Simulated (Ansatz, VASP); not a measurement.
## Ge in VASP and in Ansatz

Contents of INCAR:

```
SYSTEM = Ge
ALGO = Normal ; EDIFF = 1E-7
ENCUT = 520 ; GGA = CA
ISIF = 2 ; ISMEAR = -1
LASPH = .TRUE. ; LCHARG = .FALSE.
LREAL = .FALSE. ; LWAVE = .FALSE.
NBANDS = 13 ; NELM = 80
PREC = Accurate ; SIGMA = 0.05
```

Contents of KPOINTS:

```
k-points
0
G
  11 11 10
  0 0 0
```

Contents of POSCAR:

```
Ge
1.0
    1.3971490000     -2.6005160000      0.0000000000
    1.3971490000      2.6005160000      0.0000000000
    0.0000000000      0.0000000000      2.6982310000
Ge
1
Direct
    0.5000000000      0.5000000000      0.0000000000
```

File input.yaml:

```yaml
crystal:
  lattice:
    - [1.397149, -2.600516, 0.0]
    - [1.397149, 2.600516, 0.0]
    - [0.0, 0.0, 2.698231]
  atoms:
    - { symbol: Ge, position: [0.5, 0.5, 0.0] }
hamiltonian:
  xc: lda
  pseudopotentials: { kind: paw }
kpoints:
  mp_grid: { grid: [11, 11, 10] }
  band_path:
    path:
      - [[0.0, 0.0, 0.0], [0.3221616403, 0.3221616403, 0.0], [0.0, 0.5, 0.0], [0.0, 0.5, 0.5], [0.3221616403, 0.3221616403, 0.5], [0.0, 0.0, 0.5], [0.0, 0.0, 0.0], [-0.5, 0.5, 0.0], [-0.3221616403, 0.6778383597, 0.0], [-0.3221616403, 0.6778383597, 0.5], [-0.5, 0.5, 0.5], [-0.5, 0.5, 0.0]]
      - [[0.0, 0.0, 0.5], [-0.5, 0.5, 0.5]]
    npoints: 14
scf:
  occupations: { method: fermi_dirac, width: 0.05 }
  n_extra_bands: 6
output:
  forces: true
  stress: true
  eigenvalues: true
  fatbands: true
```

This isn't the form of Ge at room conditions, which is diamond.

Alike in both runs: functional LDA; k mesh 11 × 11 × 10; occupations fermi-dirac, width 0.05 eV; no spin polarisation.

```csv
,VASP,Ansatz
version,VASP 6.6.1,Ansatz 0.2.0
potentials or method,"VASP PAW LDA potentials, release 64 (Ge_d)",Ansatz PAW
plane-wave cutoff (eV),520,420
valence electrons in the cell,14,14
task,single point,band structure
```

|  | VASP | Ansatz | Ansatz less VASP |
| --- | --- | --- | --- |
| gap on the k mesh at the Fermi level (eV) | none | none | - |
| pressure (GPa) | -5.6 | -5.6 | -0.04 |
| largest component of the traceless stress (GPa) | 1.63 | 1.63 | -0.007 |

A gap of «none» marks a metal or a gap that the smearing closes.

Caveats: the PAW data sets come from PBE, with cores solved anew for the run's functional, which leaves a small shift of forces and pressure (Ansatz).
